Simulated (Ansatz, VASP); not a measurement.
# Two plane-wave programs on RbBr

INCAR

```
PREC = Accurate
ENCUT = 600
EDIFF = 1E-6
ISMEAR = 0
SIGMA = 0.01
LREAL = False
LASPH = True
NELM = 80
ALGO = Normal
ISIF = 3
LWAVE = False
LCHARG = False
GGA = PE
IBRION = 2
NSW = 80
EDIFFG = -0.001
```

Contents of KPOINTS:

```
Automatic mesh
0
Gamma
  6 6 6
```

POSCAR

```
RbBr
1.0
    0.0000000000      3.5086792297      3.5086792297
    3.5086792297      0.0000000000      3.5086792297
    3.5086792297      3.5086792297      0.0000000000
Rb Br
1 1
Direct
    0.0000000000      0.0000000000      0.0000000000
    0.5000000000      0.5000000000      0.5000000000
```

Input for Ansatz:

```yaml
crystal:
  lattice:
    - [0.0, 3.5086792297, 3.5086792297]
    - [3.5086792297, 0.0, 3.5086792297]
    - [3.5086792297, 3.5086792297, 0.0]
  atoms:
    - { symbol: Rb, position: [0.0, 0.0, 0.0] }
    - { symbol: Br, position: [0.5, 0.5, 0.5] }
basis:
  ecutwfc: 420
kpoints:
  mp_grid: { grid: [6, 6, 6] }
hamiltonian:
  xc: pbe
scf:
  occupations: { method: fixed }
output:
  forces: true
  stress: true
  eigenvalues: true
relax:
  adjacent_minimum: "off"
  f_tol: 0.001
  max_steps: 60
  cell: { stress_tol: 0.01 }
```

Alike in both runs: task relaxation of cell and atoms; functional PBE; k mesh 6 × 6 × 6; no spin polarisation.

```csv
,VASP,Ansatz
version,VASP 6.6.1,Ansatz 0.2.0
potentials or method,"VASP PAW PBE potentials, release 64 (Rb_sv, Br)","scalar-relativistic, plane waves, PAW"
plane-wave cutoff (eV),600,420
occupations,"gaussian, width 0.01 eV",fixed
valence electrons in the cell,16,16
```

```csv
,VASP,Ansatz,Ansatz less VASP
"gap on the k mesh at the Fermi level, each at its own relaxed structure (eV)",4.18,4.19,+0.007
relaxed volume (Å³/atom),43.29,43.19,-0.092
relaxed cell length with the largest relative difference (Å),4.966,4.962,-0.0035
```
